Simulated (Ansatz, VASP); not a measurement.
**SnTe (honeycomb SnTe, 2 layers, AA' stacking): VASP beside Ansatz**

One calculation is typed for both programs; each brings its own data sets. How far apart do they land? The structure shown is the start of the Ansatz relaxation below; VASP solves that cell, so the two are compared at the walk's first step.

Main program and level: Ansatz 0.2.0; plane waves, with VASP 6.6.1 beside it; single point at PBE with D3(BJ).

### Step 1. The starting structure

The cell holds 4 atoms: 2 Te and 2 Sn. Cell: a = 4.180 Å, b = 4.180 Å, c = 23.680 Å, α = 90.0°, β = 90.0°, γ = 120.0°. Vacuum lies along c.

### Step 2. Ansatz: relaxation, PBE with D3(BJ)

Ansatz runs on its default PAW (the set named soft_2) files.

The two programs are compared at the cell with which this relaxation starts, whose forces are those of its first step.

File input.yaml:

```yaml
crystal:
  lattice:
    - [4.18, 0.0, 0.0]
    - [-2.09, 3.6199861878, 0.0]
    - [0.0, 0.0, 23.68]
  atoms:
    - { symbol: Te, position: [0.6666666667, 0.3333333333, 0.3589527027] }
    - { symbol: Sn, position: [0.3333333333, 0.6666666667, 0.4303209459] }
    - { symbol: Te, position: [0.3333333333, 0.6666666667, 0.5696790541] }
    - { symbol: Sn, position: [0.6666666667, 0.3333333333, 0.6410472973] }
kpoints:
  mp_grid: { grid: [6, 6, 1] }
hamiltonian:
  xc: pbe
  dispersion: d3bj
scf:
  occupations: { method: fermi_dirac, width: 0.05 }
  convergence: { dr2_threshold: 1.0e-08 }
efield:
  axis: 3
  dipole_correction: true
  ramp_position: 0.97
  ramp_width: 0.04
relax:
  f_tol: 0.01
  cell: { fix: [c, alpha, beta] }
output:
  write_potential: true
  write_density: true
  volumetric_format: npy
```

Launch:

```
$ ansatz run input.yaml --threads 4 --pin off --max-ram 8192MiB --backend cpu --events-out ev --progress --plain --runs-dir out
```

Numbers of over 12 decimals in the logs are rounded to 6 here.

Output:

```text
Warning: relax.cell: scf.convergence.dr2_threshold = 1e-8 eV is looser than the 4e-10 eV advised for a relaxation that steers and ends on the stress (1e-10 eV for each atom of the cell: 4). What an SCF threshold leaves in a stress goes as its square root, and in the free energy as the threshold itself, and one threshold admits the most on a small cell: [figures from the program's tests cut] Set scf.convergence.dr2_threshold to 4e-10 eV or tighter. The threshold is an SCF's pass mark: one that does not reach it within its budget of iterations ends unconverged, or closes short of it on a stop that the run arms, and scf.convergence.dr2_threshold's page says what that costs each kind of run
Engine: ansatz 0.2.0, aarch64-unknown-linux-gnu
Pseudopotentials: kind: paw
Pseudopotential: Te, paw, valence charge 16, recommended cutoff 420 eV (normal), Te.paw.azcp
Pseudopotential: Sn, paw, valence charge 14, recommended cutoff 420 eV (normal), Sn.paw.azcp
Functional definition: PBE
  parameter kappa = 0.804
  parameter beta = 0.066725
  exchange = pbe_x(kappa = kappa, mu = beta*pi^2/3)
  correlation = pbe_c(beta = beta)
Crystal: 4 atoms, lattice volume = 358.315 Å³
Basis set: ecut = 420 eV, 6913 PW (Γ), exchange–correlation on 60×60×320 points (8 copies of the dense FFT grid, shifted against one another)
Bands: 36, of which v1, the nominal top of the filled ones, is band 30 counted from 1 (29 counted from 0)
Symmetry: 6 space group operations
Space group: P3m1 (ITA 156), of the structure as read, at distance tolerance 7.1e-5 Å
k-points: 7 of 36 (time reversal used)
Non-local potential: Te, projectors of the file, l = 0: 2, l = 1: 2, l = 2: 2, l = 3: 2
Non-local potential: Sn, projectors of the file, l = 0: 2, l = 1: 2, l = 2: 2, l = 3: 2
PAW form: soft (Blöchl's): semilocal exchange-correlation on the pseudo side does not see the compensation charge
PAW one-centre angular grid: Te, 590 points (default); XC on 64 Gauss nodes
PAW one-centre angular grid: Sn, 590 points (default); XC on 64 Gauss nodes
Initial density: superposition of atomic densities (neutral atoms: chi_scale 0, normalization atom), corrected by the library's trained network
Initial wavefunctions: pseudopotential atomic-orbital guess
Functional: x = pbe(κ = 0.804, μ = 0.219515), c = pbe(β = 0.066725)
SCF iter   1: F=—  HF=-26009.835804 eV  |F-HF|=—  |Δ(HF+E_count)|=         —  Δρ=1.33e-3  dr2=6.01e-2  ethr=1.77e-3  p=0.074 e·Å  D=3.72e-2 V/Å  ΔV_dip=-0.88 eV  dr2_dipole=1.76e-2  V_vac-E_F(+/−)=3.58/4.46 eV  ⟨swp⟩=9.4  Hψ=1219  notcnv=0
efield: sawtooth ramp at fractional position 0.9700 (set: `efield.ramp_position`, or a place that a band, a saddle search or an elastic batch's reference lends), width 0.0400; the density the first Hamiltonian is built on has a dipole p = 0.074 e·Å; the dipole correction subtracts the counter field D = 3.72e-2 V/Å, which shifts the + side's vacuum level by -0.88 eV against the − side's; the planar-averaged density in the ramp window peaks in size at 1.3e-5 e/Å³
preconditioner: auto → Resta (q_TF=auto, 2.026 Å⁻¹)  ε∞=2.4  [insulator: Δε(μ)=0.610 eV  Ē_g=7.404 eV  σ=0.050 eV  W_gap=1.00  n_scr=56 (ndim 8)  ℏωp=8.8 eV  f_vac=0.564  D(μ)=0.03/eV (n_scr^D=0)  ε∞_Penn≈2.4  vacuum switching on, ρ_ref=4.0e-3 e/Å³]
SCF iter   2: F=—  HF=-26009.842695 eV  |F-HF|=—  |Δ(HF+E_count)|=   6.89e-3  Δρ=1.67e-3  dr2=1.42e-1  ethr=1.00e-4  p=0.130 e·Å  D=6.56e-2 V/Å  ΔV_dip=-1.55 eV  dr2_dipole=7.43e-2  V_vac-E_F(+/−)=3.35/4.90 eV  ⟨swp⟩=3.9  Hψ=480  notcnv=0  defer=3
preconditioner: auto → LDOS  [insulator: Δε(μ)=0.384 eV  Ē_g=7.368 eV  σ=0.050 eV  W_gap=0.96  n_scr=56 (ndim 8)  ℏωp=8.8 eV  f_vac=0.564  D(μ)=0.26/eV (n_scr^D=2)  ε∞_Penn≈2.4  β→1.0]
SCF iter   3: F=—  HF=-26009.830625 eV  |F-HF|=—  |Δ(HF+E_count)|=   1.21e-2  Δρ=7.55e-4  dr2=1.21e-2  ethr=1.00e-4  p=0.083 e·Å  D=4.21e-2 V/Å  ΔV_dip=-1.00 eV  dr2_dipole=5.18e-3  V_vac-E_F(+/−)=3.64/4.64 eV  ⟨swp⟩=3.0  Hψ=348  notcnv=0  defer=3
SCF iter   4: F=—  HF=-26009.828969 eV  |F-HF|=—  |Δ(HF+E_count)|=   1.66e-3  Δρ=2.09e-4  dr2=7.53e-4  ethr=2.02e-5  p=0.092 e·Å  D=4.66e-2 V/Å  ΔV_dip=-1.10 eV  dr2_dipole=2.65e-5  V_vac-E_F(+/−)=3.58/4.68 eV  ⟨swp⟩=2.1  Hψ=448  notcnv=0  defer=3
SCF iter   5: F=—  HF=-26009.828879 eV  |F-HF|=—  |Δ(HF+E_count)|=   8.98e-5  Δρ=7.48e-5  dr2=1.57e-4  ethr=1.25e-6  p=0.093 e·Å  D=4.70e-2 V/Å  ΔV_dip=-1.11 eV  dr2_dipole=1.03e-6  V_vac-E_F(+/−)=3.59/4.70 eV  ⟨swp⟩=2.1  Hψ=379  notcnv=0  defer=3
[...]
preconditioner: auto → Resta (q_TF=auto, 2.034 Å⁻¹)  ε∞=2.4  [insulator: Δε(μ)=1.190 eV  Ē_g=7.392 eV  σ=0.050 eV  W_gap=1.00  n_scr=56 (ndim 8)  ℏωp=8.9 eV  f_vac=0.545  D(μ)=0.00/eV (n_scr^D=0)  ε∞_Penn≈2.4  vacuum switching on, ρ_ref=4.0e-3 e/Å³]
SCF iter   2: F=—  HF=-26010.019212 eV  |F-HF|=—  |Δ(HF+E_count)|=   1.30e-5  Δρ=1.04e-4  dr2=1.15e-4  ethr=2.90e-7  p=0.080 e·Å  D=4.15e-2 V/Å  ΔV_dip=-0.98 eV  dr2_dipole=3.71e-5  V_vac-E_F(+/−)=3.82/4.81 eV  ⟨swp⟩=2.0  Hψ=297  notcnv=0
[...]
Initial wavefunctions: pseudopotential atomic-orbital guess (no wavefunctions were taken with the density)
iter 1 solved again at ethr=8.82e-7 eV; its pass at ethr=3.10e-3 eV (dr2=5.29e-4 eV) is discarded
SCF iter   1: F=—  HF=-26010.018535 eV  |F-HF|=—  |Δ(HF+E_count)|=         —  Δρ=1.46e-5  dr2=1.12e-7  ethr=8.82e-7  p=0.081 e·Å  D=4.19e-2 V/Å  ΔV_dip=-0.99 eV  dr2_dipole=1.15e-10  V_vac-E_F(+/−)=3.81/4.81 eV  ⟨swp⟩=3.3  Hψ=1845  notcnv=0
efield: sawtooth ramp at fractional position 0.9700 (set: `efield.ramp_position`, or a place that a band, a saddle search or an elastic batch's reference lends), width 0.0400; the density the first Hamiltonian is built on has a dipole p = 0.081 e·Å; the dipole correction subtracts the counter field D = 4.19e-2 V/Å, which shifts the + side's vacuum level by -0.99 eV against the − side's; the planar-averaged density in the ramp window peaks in size at 2.8e-6 e/Å³
eigensolver tolerance schedule: the retry pair's looser diagonalisation over-reported the residual by 4730.12 of it (diagonalisation noise at an unbounded share of the residual, at the tolerance the schedule requests for it); recorded, not acted on — ethr = c·dr2/N_el stays at c = 1.0e-1
preconditioner: auto → Resta (q_TF=auto, 2.034 Å⁻¹)  ε∞=2.4  [insulator: Δε(μ)=1.199 eV  Ē_g=7.392 eV  σ=0.050 eV  W_gap=1.00  n_scr=56 (ndim 8)  ℏωp=8.9 eV  f_vac=0.545  D(μ)=0.00/eV (n_scr^D=0)  ε∞_Penn≈2.4  vacuum switching on, ρ_ref=4.0e-3 e/Å³]
SCF iter   2: F=—  HF=-26010.018547 eV  |F-HF|=—  |Δ(HF+E_count)|=   1.20e-5  Δρ=7.49e-6  dr2=3.64e-8  ethr=1.86e-10  p=0.081 e·Å  D=4.19e-2 V/Å  ΔV_dip=-0.99 eV  dr2_dipole=1.47e-9  V_vac-E_F(+/−)=3.81/4.81 eV  ⟨swp⟩=3.1  Hψ=580  notcnv=0
SCF iter   3: F=—  HF=-26010.018548 eV  |F-HF|=—  |Δ(HF+E_count)|=   9.50e-8  Δρ=2.09e-6  dr2=7.13e-8  ethr=6.07e-11  p=0.081 e·Å  D=4.19e-2 V/Å  ΔV_dip=-0.99 eV  dr2_dipole=2.69e-8  V_vac-E_F(+/−)=3.81/4.81 eV  ⟨swp⟩=2.0  Hψ=392  notcnv=0
SCF iter   4: F=-26010.018548 eV  HF=-26010.018548 eV  |F-HF|=5.59e-9  |Δ(HF+E_count)|=   9.01e-9  Δρ=1.05e-6  dr2=5.55e-9  ethr=1.67e-11  p=0.081 e·Å  D=4.19e-2 V/Å  ΔV_dip=-0.99 eV  dr2_dipole=2.09e-9  V_vac-E_F(+/−)=3.81/4.81 eV  ⟨swp⟩=9.1  Hψ=1757  notcnv=0
SCF 6 converged in 4 iterations: F = -26010.018548 eV  dr2 = 5.55e-9
relax step   6: F+E_penalty+E_count = -26010.01854756 eV  Δ(F+E_penalty+E_count) = +5.603e-4 eV  max|allowed force component| = 6.530e-3 eV/Å  Δτ_max = 0.0000 Å  P = -0.004 GPa  Ω = 349.118 Å³  fix = [c, alpha, beta]  reactions: c -0.010 GPa  stress off target by 1.45e-3 GPa on what of the cell is left free  SCF on the basis re-selected at this cell (its energy is not comparable with the rows above)  (4 SCF iters)
basis re-selected at this cell: Δ(F+E_penalty+E_count) = +5.603e-4 eV, ΔP = -0.000 GPa vs the last step (what re-selecting the basis moved, of the pressure what is left beyond the Pulay correction that the steps carried, after the strain that the cell walked since its last selection, with what the two solves' SCF thresholds leave and, on support functions, any second-order correction that the steps lacked; it is no m [...]
SCF converged after 4 iterations
Free energy (F): -26010.018548 eV
Harris-Foulkes:  -26010.018548 eV  (|F-HF|=5.59e-9)
Internal energy: -26010.018544 eV  (E = F + TS)
E sigma→0 (E₀):  -26010.018546 eV
Entropy (-TS):   -0.000003 eV (-0.001 meV/atom)
Fermi energy:    0.628712 eV
Dipole field:    D = 0.041863 V/Å  (p = 0.080768 e·Å, saw-weighted, corrected)
Work function:   Φ+ = 3.8135 eV   Φ− = 4.8048 eV
Levels:          The Fermi level and band energies are counted from a zero that moves with the ramp; work functions are not
--- Per-component energies (eV) ---
  E_band       = -1228.789732
  E_kinetic    = 731.259288
  E_local      = -32998.519793  (includes V_loc(G=0)·N_el)
  E_nonlocal   = -685.595844
  E_hartree    = 16793.703036
  E_xc         = -1013.005118
  E_vxc        = -398.651457  (∫ρ·V_xc dr)
  E_paw        = -17593.401201  (= ΣΔE_a)
  E_vpaw       = -1464.243666  (= ΣTr[D̂ρ^β])
  E_aug_tail   = -0.000357  (compensation charges beyond the density's cutoff)
  E_efield     = 0.001691  (sawtooth field / dipole correction)
  E_vefield    = -0.448409  (∫n·V_field dr)
  E_ewald      = 8756.592750
  E_disp       = -1.052997  (pairwise vdW)
  E_smearing   = -0.000003  (= −TS)
  E_closure    = -0.000000  (closes the sum)
  Σ components = -26010.018548   (vs F -26010.018548, Δ=0.00e0)
--- Forces (eV/Å), atoms counted from 1 ---
  atom   1  Te     0.00000000     0.00000000     0.00361009
  atom   2  Sn    -0.00000000    -0.00000000    -0.00465056
  atom   3  Te     0.00000000    -0.00000000     0.00653388
  atom   4  Sn     0.00000000     0.00000000    -0.00547639
  max |Σ_I F_I| component: 1.70e-5 eV/Å
--- Stress (GPa, compression-positive) ---
       -0.001451      -0.000000       0.000000
       -0.000000      -0.001451      -0.000000
        0.000000      -0.000000      -0.009853
  P = ⅓ Tr σ = -0.0043 GPa (-0.043 kbar)
--- Band table (eV; the first three rows and the last of 7) ---
  k-point 0: bands = [... 26 lower, -0.4747, -0.1055, 0.0192, 0.0192, 1.6900, 2.4356, 3.2659, 3.2659, ... 2 higher]
  k-point 1: bands = [... 26 lower, -1.0445, -0.8753, -0.3833, 0.0209, 1.9228, 2.4995, 3.2589, 3.5346, ... 2 higher]
  k-point 2: bands = [... 26 lower, -1.4760, -1.1848, -0.9862, -0.3889, 1.2197, 1.9344, 2.9653, 3.6048, ... 2 higher]
  k-point 6: bands = [... 26 lower, -2.4699, -1.8642, -1.5355, -0.9740, 1.2962, 1.9460, 2.9976, 3.2707, ... 2 higher]
--- Relaxed structure (5 steps of the walk, 5 accepted, 1 SCFs on fresh bases) ---
  F+E_penalty+E_count = -26010.01854756 eV   max|allowed force component| = 6.530e-3 eV/Å   (the final SCF, on the basis selected at the relaxed cell)
  cell:  # Å, volume = 349.1176 Å³
    - [4.126004, 0.0, 0]
    - [-2.063002, 3.573225, 0]
    - [0, 0, 23.68]
  atoms:
    - { symbol: Te, position: [0.666667, 0.333333, 0.343153] }
    - { symbol: Sn, position: [0.333333, 0.666667, 0.415172] }
    - { symbol: Te, position: [0.333333, 0.666667, 0.584721] }
    - { symbol: Sn, position: [0.666667, 0.333333, 0.656954] }
```

Reading the cycles: dr2 is the Hartree energy of the density residual (eV), the measure of convergence; HF is the Harris–Foulkes estimate of the energy, which meets the free energy F at convergence.

### Step 3. VASP: single point, PBE with D3(BJ), start cell, pair 1

The same cell, functional, mesh and smearing now go to VASP, with its own data sets.

Lines of VASP's logs that name or quote its potential files are left out, and so is its time.

File INCAR:

```
SYSTEM = SnTe
PREC = Accurate
ENCUT = 400
EDIFF = 1E-06
NELM = 120
ISMEAR = -1
SIGMA = 0.05
LREAL = .FALSE.
ALGO = Normal
GGA = PE
IVDW = 12
NBANDS = 26
LORBIT = 11
LWAVE = .FALSE.
LCHARG = .FALSE.
ISIF = 2
LDIPOL = .TRUE.
IDIPOL = 3
DIPOL = 0.5 0.5 0.5
LVHAR = .TRUE.
LASPH = .TRUE.
GGA_COMPAT = .FALSE.
EFERMI = MIDGAP
NELMDL = -8
KPAR = 2
```

File POSCAR:

```
SnTe
1.0
    4.1800000000      0.0000000000      0.0000000000
   -2.0900000000      3.6199860000      0.0000000000
    0.0000000000      0.0000000000     23.6800000000
Te Sn
2 2
Direct
    0.6666666667      0.3333333333      0.3589527027
    0.3333333333      0.6666666667      0.5696790541
    0.3333333333      0.6666666667      0.4303209459
    0.6666666667      0.3333333333      0.6410472973
```

File KPOINTS:

```
Automatic mesh
0
Gamma
6 6 1
0 0 0
```

Potentials, in the order of the species: Te and Sn_d (PBE family, release 64).

Launch:

```
$ mpirun -np 2 vasp_std
```

Output:

```text
[banner, memory and clock lines left out]
running    2 mpi-ranks, on    1 nodes
 distrk:  each k-point on    1 cores,    2 groups
 distr:  one band on    1 cores,    1 groups

 POSCAR found type information on POSCAR TeSn
 POSCAR found :  2 types and       4 ions
 LDA part: xc-table for (Slater+PW92), standard interpolation
 POSCAR, INCAR and KPOINTS ok, starting setup
 FFT: planning ... GRIDC
 FFT: planning ... GRID_SOFT
 FFT: planning ... GRID
 WAVECAR not read
 entering main loop
       N       E                     dE             d eps       ncg     rms          rms(c)
DAV:   1     0.256951502355E+03    0.25695E+03   -0.16064E+04   428   0.110E+03
DAV:   2     0.100643877424E+02   -0.24689E+03   -0.24368E+03   438   0.267E+02
DAV:   3    -0.136653811831E+02   -0.23730E+02   -0.23564E+02   458   0.105E+02
DAV:   4    -0.145658638875E+02   -0.90048E+00   -0.89980E+00   480   0.225E+01
DAV:   5    -0.145877767836E+02   -0.21913E-01   -0.21912E-01   548   0.360E+00
DAV:   6    -0.145883215479E+02   -0.54476E-03   -0.54476E-03   550   0.434E-01
DAV:   7    -0.145883357331E+02   -0.14185E-04   -0.14185E-04   548   0.728E-02
DAV:   8    -0.145883361849E+02   -0.45188E-06   -0.45186E-06   464   0.121E-02    0.716E+00
DAV:   9    -0.144022389095E+02    0.18610E+00   -0.15930E+00   446   0.617E+00    0.547E+00
DAV:  10    -0.144444295994E+02   -0.42191E-01   -0.15186E+00   446   0.417E+00    0.120E+00
DAV:  11    -0.143618675088E+02    0.82562E-01   -0.45931E-01   374   0.295E+00    0.363E-01
DAV:  12    -0.143652140651E+02   -0.33466E-02   -0.62304E-02   440   0.971E-01    0.287E-01
DAV:  13    -0.143651825500E+02    0.31515E-04   -0.75097E-03   402   0.370E-01    0.167E-01
DAV:  14    -0.143652535227E+02   -0.70973E-04   -0.16141E-03   488   0.158E-01    0.139E-01
[...]
DAV:  21    -0.143655180447E+02   -0.19121E-04   -0.33467E-06   328   0.552E-03    0.672E-03
DAV:  22    -0.143655252418E+02   -0.71972E-05   -0.14694E-06   318   0.573E-03    0.450E-03
DAV:  23    -0.143655293524E+02   -0.41106E-05   -0.40652E-07   290   0.305E-03    0.166E-03
DAV:  24    -0.143655343646E+02   -0.50122E-05   -0.21528E-07   278   0.166E-03    0.746E-04
DAV:  25    -0.143655400975E+02   -0.57329E-05   -0.32771E-07   286   0.214E-03    0.170E-03
DAV:  26    -0.143655423667E+02   -0.22692E-05   -0.53218E-08   270   0.946E-04    0.144E-03
DAV:  27    -0.143655438987E+02   -0.15319E-05   -0.62613E-08   250   0.106E-03    0.341E-04
DAV:  28    -0.143655442665E+02   -0.36780E-06   -0.97675E-09   216   0.448E-04
   1 F= -.15450630E+02 E0= -.15449907E+02  d E =-.144463E-02
```

OUTCAR, selected parts (step 3):

```text
ion  position               nearest neighbor table
   1  0.667  0.333  0.359-   3 2.95   3 2.95   3 2.95
   2  0.333  0.667  0.570-   4 2.95   4 2.95   4 2.95   3 3.30
   3  0.333  0.667  0.430-   1 2.95   1 2.95   1 2.95   2 3.30
   4  0.667  0.333  0.641-   2 2.95   2 2.95   2 2.95

  LATTYP: Found a hexagonal cell.
 ALAT       =     4.1800000000
 C/A-ratio  =     5.6650717703

 Subroutine GETGRP returns: Found  6 space group operations
 (whereof  6 operations were pure point group operations)

The static configuration has the point symmetry C_3v.

 Found      7 irreducible k-points:

   k-points           NKPTS =      7   k-points in BZ     NKDIM =      7   number of bands    NBANDS=     26

   dimension x,y,z NGX =    28 NGY =   28 NGZ =  160
   dimension x,y,z NGXF=    56 NGYF=   56 NGZF=  320

   ENCUT  =  400.0 eV  29.40 Ry    5.42 a.u.   6.82  6.82 38.62*2*pi/ulx,y,z

   NELECT =      40.0000    total number of electrons

 k-points in reciprocal lattice and weights: Automatic mesh
   0.00000000  0.00000000  0.00000000       0.028
   0.16666667 -0.00000000  0.00000000       0.167
   0.33333333 -0.00000000  0.00000000       0.167
   0.50000000 -0.00000000  0.00000000       0.083
   0.16666667  0.16666667  0.00000000       0.167
   0.33333333  0.16666667  0.00000000       0.333
   0.33333333  0.33333333  0.00000000       0.056

 dipolmoment           0.000000      0.000000     -0.093170 electrons x Angstroem

 average (electrostatic) potential at core
       1 -94.6007       2 -95.2565       3-107.4013       4-107.9229

 E-fermi :  -0.2379

 k-point     1 :       0.0000    0.0000    0.0000
  band No.  band energies     occupation
    ...
     16      -1.8150      2.00000
     17      -1.8150      2.00000
     18      -1.1126      2.00000
     19      -1.1126      2.00000
     20      -0.6673      1.99963
     21       0.3685      0.00001
     22       1.5618      0.00000
     23       1.9415      0.00000
     24       1.9415      0.00000
     25       2.5444      0.00000
    ...

 k-point     2 :       0.1667   -0.0000    0.0000
  band No.  band energies     occupation
    ...
     16      -2.5229      2.00000
     17      -2.3775      2.00000
     18      -2.1906      2.00000
     19      -1.4966      2.00000
     20      -0.4867      1.98628
     21       0.6164      0.00000
     22       1.4665      0.00000
     23       1.9757      0.00000
     24       2.1772      0.00000
     25       2.8656      0.00000
    ...

 k-point     3 :       0.3333   -0.0000    0.0000
  band No.  band energies     occupation
    ...
     16      -3.4860      2.00000
     17      -2.7598      2.00000
     18      -2.6078      2.00000
     19      -2.0747      2.00000
     20      -1.1049      2.00000
     21       0.0265      0.01005
     22       1.0373      0.00000
     23       1.7001      0.00000
     24       2.2211      0.00000
     25       2.9484      0.00000
    ...

 Edisp (eV)   -1.08509

  Total       0.10655     0.10655     2.93507     0.00000     0.00000    -0.00000
  in kB       0.47645     0.47645    13.12392     0.00000     0.00000    -0.00000
  external pressure =        4.69 kB  Pullay stress =        0.00 kB

  energy-cutoff  :      400.00
  volume of cell :      358.31
      direct lattice vectors                 reciprocal lattice vectors
     4.180000000  0.000000000  0.000000000     0.239234450  0.138122081  0.000000000
    -2.090000000  3.619986000  0.000000000     0.000000000  0.276244162  0.000000000
     0.000000000  0.000000000 23.680000000     0.000000000  0.000000000  0.042229730

 POSITION                                       TOTAL-FORCE (eV/Angst)
 -----------------------------------------------------------------------------------
      2.09000      1.20666      8.50000        -0.000000     -0.000000     -0.089490
     -0.00000      2.41332     13.49000        -0.000000     -0.000000      0.495577
     -0.00000      2.41332     10.19000        -0.000000     -0.000000     -0.646702
      2.09000      1.20666     15.18000         0.000000      0.000000      0.240616
 -----------------------------------------------------------------------------------
    total drift:                                0.000000     -0.000000     -0.000532

  FREE ENERGIE OF THE ION-ELECTRON SYSTEM (eV)
  ---------------------------------------------------
  free  energy   TOTEN  =       -15.4506297622 eV

  energy  without entropy=      -15.4491851338  energy(sigma->0) =      -15.44990745

 vacuum level on the upper side and lower side of the slab         3.347         4.461

 total charge
# of ion       s       p       d       tot
------------------------------------------
    1        1.391   1.958   0.023   3.372
    2        1.404   1.955   0.027   3.386
    3        1.332   0.860   9.969  12.161
    4        1.322   0.850   9.966  12.138
--------------------------------------------------
tot          5.449   5.623  19.985  31.057

[... 3 further parts left out ...]
```

(Part 1 of 2 ends here.)

[Lines on the potential files, build, host, timing and source positions are cut from VASP's logs without a mark.]

[Logs are printed without paths, hosts, clocks, repeated set-up lines and the standing remarks that a program may print on its own settings, such as how far it seeks lower states.]

[Hosts, paths, dates, database ids (printed as entryN), source tags and the programs' standing remarks are cut or masked in the printed files.]
